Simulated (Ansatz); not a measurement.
Compare A (`C=CCOC=O`) with its isomer B (`O=C1CCCO1`).

Gas-phase electronic energies from Ansatz, PBE0-D4/def2-TZVP geometries. CBS: MP2 limit from def2 TZ/QZ plus the TZ coupled-cluster correction, frozen cores. Functionals use def2-TZVPP. B3LYP here is the variant with VWN-RPA as its local correlation; programs differ in this. One conformer a species, not always the lowest.

**Question.** Which is lower in electronic energy at CCSD(T)/CBS, and by how much? (Best estimate.)

**Answer.** Computed: B, by 22.7 kcal/mol.

**Question.** Give E(B) − E(A) in kcal/mol with BLYP-D4, B3LYP-D4, PBE0-D4, B2PLYP, HF/def2-TZVPP, PBE-D4, MP2/def2-TZVPP. (Estimate.)

**Answer.** Computed: BLYP-D4 -17.8, B3LYP-D4 -20.6, PBE0-D4 -27.2, B2PLYP -21.1, HF/def2-TZVPP -20.1, PBE-D4 -24.3, MP2/def2-TZVPP -24.8. None reverses the order clearly.

**Question.** Does the order hold for the free energy at 298.15 K (harmonic terms from PBE0-D4)? (Estimate.)

**Answer.** Computed: Yes: G(B) − G(A) = -19.1 kcal/mol, for one conformer each. Modes under 60 cm⁻¹, often nearly free rotors, make the harmonic entropy too high.

Largest T1 diagnostic: 0.014.

From BLYP to BHLYP (50 % exact exchange), in def2-TZVPP and without D4, E(B) − E(A) moves by −5.9 kcal/mol. Leaving LDA and LC-ωPBE aside and taking each functional with its dispersion term where it has one, the values, not all of them listed here, spread over 10.2 kcal/mol, from PBE-QIDH to BLYP-D4. LDA lies −6.3 kcal/mol from PBE without D4.
